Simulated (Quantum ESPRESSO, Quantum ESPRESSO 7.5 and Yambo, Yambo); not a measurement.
**CdTe (F-43m): G0W0 on several meshes in Yambo**

Wanted: mesh dependence and cost of G0W0 for CdTe (F-43m).

Calculated with Quantum ESPRESSO 7.5 and Yambo 5.3.0; PBE and many-body steps on it, plane waves.

Most raw output is cut from this account.

### 1. The starting structure

It takes space group F-43m (No. 216, cubic). Conventional cell: a = 6.480 Å, b = 6.480 Å, c = 6.480 Å, α = 90.00°, β = 90.00°, γ = 90.00°. Cd has 4 Te at 2.81 Å nearest. Nearest to Te lie 4 Cd at 2.81 Å. Farther neighbours and most contacts between anions are not listed.

The cell and positions come from the Crystallography Open Database and are kept as given unless a step says otherwise. Spin-orbit coupling is left out unless a step names it.

### 2. Empty states on the mesh, 2×2×2 mesh, 93 bands

This step: Quantum ESPRESSO 7.5; DFT, PBE, plane waves, norm-conserving pseudopotentials.

The sums over transitions need many empty states on a uniform mesh; this step solves for them.

The input, pw.in:

```
&control
  calculation = 'nscf'
  prefix = 'x'
  outdir = 'o'
  pseudo_dir = 'pseudo'
/
&system
  ibrav = 0
  nat = 2
  ntyp = 2
  ecutwfc = 94.0
  nbnd = 93
  force_symmorphic = .true.
/
&electrons
  conv_thr = 1e-9
  electron_maxstep = 80
  diago_full_acc = .true.
  diago_thr_init = 5e-6
/
ATOMIC_SPECIES
  Cd 112.41 Cd.upf
  Te 127.6 Te.upf
CELL_PARAMETERS angstrom
  0.0000000000 3.2400000000 3.2400000000
  3.2400000000 0.0000000000 3.2400000000
  3.2400000000 3.2400000000 0.0000000000
ATOMIC_POSITIONS crystal
  Cd 0.0000000000 0.0000000000 0.0000000000
  Te 0.2500000000 0.2500000000 0.2500000000
K_POINTS automatic
  2 2 2 0 0 0
```

Run with:

```console
$ OMP_NUM_THREADS=1 mpirun -n 4 pw.x -nk 4 -in pw.in > pw.out
```

Run time: 9.6 s. Hardware: 4 MPI ranks of Arm Neoverse V1, shared host; peak memory 0.41 GiB; 38 s of CPU time.

This step gave:

* gap: 0.7705 eV
* k of the valence top: 0, 0, 0
* k of the conduction bottom: 0, 0, 0
* least direct gap: 0.7705 eV
* k points computed: 3
* lowest point of the top converged band, above the valence top: 51.4726 eV

On this mesh the gap is 0.770 eV.

The density comes from a self-consistent run that is not shown.

### 3. Conversion and set-up

This step: Yambo 5.3.0; conversion and set-up on PBE, plane waves, norm-conserving pseudopotentials.

The states are converted to the many-body program's format and the q mesh is built.

Run with:

```console
$ (cd o/x.save; p2y > p2y.log; mv SAVE ../..); yambo > setup.log
```

Wall time 3.2 s (1 MPI rank); peak memory 0.26 GiB.

### 4. 2×2×2

G0W0 replaces the xc potential by the self-energy, built once from these orbitals. Only a window of levels is corrected, while the sums run over the empty bands that the input names.

This step: G0W0 on PBE, plane waves, norm-conserving pseudopotentials.

The input, gw13.in:

```
HF_and_locXC
gw0
dyson
ppa
em1d
rim_cut
RandQpts= 1000000
RandGvec= 1 RL
EXXRLvcs= 94 Ry
VXCRLvcs= 376 Ry
Chimod= "HARTREE"
% BndsRnXp
 1 | 93 |
%
NGsBlkXp= 11 Ry
% LongDrXp
 1 | 1 | 1 |
%
% GbndRnge
 1 | 93 |
%
DysSolver= "n"
ExtendOut
PPAPntXp= 27.21138 eV
% QPkrange
 1 | 1 | 21 | 24 |
%
```

Run with:

```console
$ OMP_NUM_THREADS=1 mpirun -n 4 yambo -F gw13.in -J gw13 -C gw13 > gw13.log
```

Wall time 14 s (4 MPI ranks); peak memory 1.6 GiB.

This step gave:

```
G0W0 gap on the points computed              : 1.478 eV
starting gap on the mesh                     : 0.7705 eV
k of the valence top                         : 0, 0, 0
k of the conduction bottom                   : 0, 0, 0
least direct G0W0 gap on the computed points : 1.478 eV
Z at the valence top                         : 0.8042
Z at the conduction bottom                   : 0.8152
```

The gap on the mesh goes from 0.77 eV to 1.48 eV, a correction of +0.71 eV.

### 5. Empty states on the mesh, 6×6×6 mesh, 93 bands

This step: Quantum ESPRESSO 7.5; DFT, PBE, plane waves, norm-conserving pseudopotentials.

Edit pw.in of step 2 so:

```diff
@@ -31,2 +31,2 @@
 K_POINTS automatic
-  2 2 2 0 0 0
+  6 6 6 0 0 0
```

Run with:

```console
$ OMP_NUM_THREADS=1 mpirun -n 4 pw.x -nk 4 -in pw.in > pw.out
```

Elapsed: 36 s, on 4 MPI ranks; peak memory 0.47 GiB; 2.4 min of CPU time.

Numbers from this step:

* gap: 0.7705 eV
* k of the valence top: 0, 0, 0
* k of the conduction bottom: 0, 0, 0
* least direct gap: 0.7705 eV
* k points computed: 16
* lowest point of the top converged band, above the valence top: 51.4726 eV

On this mesh the gap is 0.770 eV.

### 6. Conversion and set-up

This step: Yambo 5.3.0; conversion and set-up on PBE, plane waves, norm-conserving pseudopotentials.

Run with:

```console
$ (cd o/x.save; p2y > p2y.log; mv SAVE ../..); yambo > setup.log
```

It took 4 s on 1 MPI rank; peak memory 0.26 GiB.

### 7. 6×6×6

This step: G0W0 on PBE, plane waves, norm-conserving pseudopotentials.

The input, gw14.in:

```
HF_and_locXC
gw0
dyson
ppa
em1d
rim_cut
RandQpts= 1000000
RandGvec= 1 RL
EXXRLvcs= 94 Ry
VXCRLvcs= 376 Ry
Chimod= "HARTREE"
% BndsRnXp
 1 | 93 |
%
NGsBlkXp= 11 Ry
% LongDrXp
 1 | 1 | 1 |
%
% GbndRnge
 1 | 93 |
%
DysSolver= "n"
ExtendOut
PPAPntXp= 27.21138 eV
% QPkrange
 1 | 1 | 21 | 24 |
%
```

Run with:

```console
$ OMP_NUM_THREADS=1 mpirun -n 4 yambo -F gw14.in -J gw14 -C gw14 > gw14.log
```

The job ended after 18 min (4 MPI ranks; peak memory 3.5 GiB).

Numbers from this step:

```yaml
g0w0_gap_on_the_points_computed: 1.554 eV
starting_gap_on_the_mesh: 0.7705 eV
k_of_the_valence_top: 0, 0, 0
k_of_the_conduction_bottom: 0, 0, 0
least_direct_g0w0_gap_on_the_computed_points: 1.554 eV
z_at_the_valence_top: 0.8011
z_at_the_conduction_bottom: 0.8142
```

Against G0W0 in Yambo (2×2×2 mesh, 93 bands, screening to 149.7 eV, Godby-Needs plasmon pole), the gap moves by +0.076 eV.

### 8. The runs together

Times are wall times on 4 MPI ranks of Arm Neoverse V1, shared host, good to a factor of about two.

| run | mesh | bands | screening cutoff (eV) | DFT gap (eV) | gap on the mesh (eV) | direct (eV) | time |
| --- | --- | --- | --- | --- | --- | --- | --- |
| 2×2×2 | 2×2×2 | 93 | 149.7 | 0.770 | 1.478 | 1.478 | 14 s |
| 6×6×6 | 6×6×6 | 93 | 149.7 | 0.770 | 1.554 | 1.554 | 18 min |

### 9. Outcome

| Property | Result |
| --- | --- |
| 2×2×2 | 1.478 eV |
| 6×6×6 | 1.554 eV |
| known limits | not at the basis limit; no spin-orbit coupling; coarse k mesh |

What this shows: 6×6×6: +0.076 eV against 2×2×2. Bands and cutoff are finite, so the gap is not at the basis limit. The miss can reach some tenths of an eV and take either sign; the mesh is an error of its own. In the G0W0 runs levels were corrected at 1 k point alone, so a gap called «on the mesh» is the least over those, and an edge elsewhere would be missed. The 2×2×2 mesh is coarse for this cell, which bears on the long-range parts of exchange and screening. The many-body steps are scalar-relativistic: spin-orbit coupling is not in them.

[Paths, hosts, dates, memory and timing lines, banners, echoed tables and standing remarks are left out of the program output.]

[Logs are printed without paths, hosts, clocks, repeated set-up lines and the standing remarks that a program may print on its own settings, such as how far it seeks lower states.]

[Runs of the session that timed out or met a known fault of the program may be left out.]

[Hosts, paths, dates, database ids (printed as entryN), source tags and the programs' standing remarks are cut or masked in the printed files.]
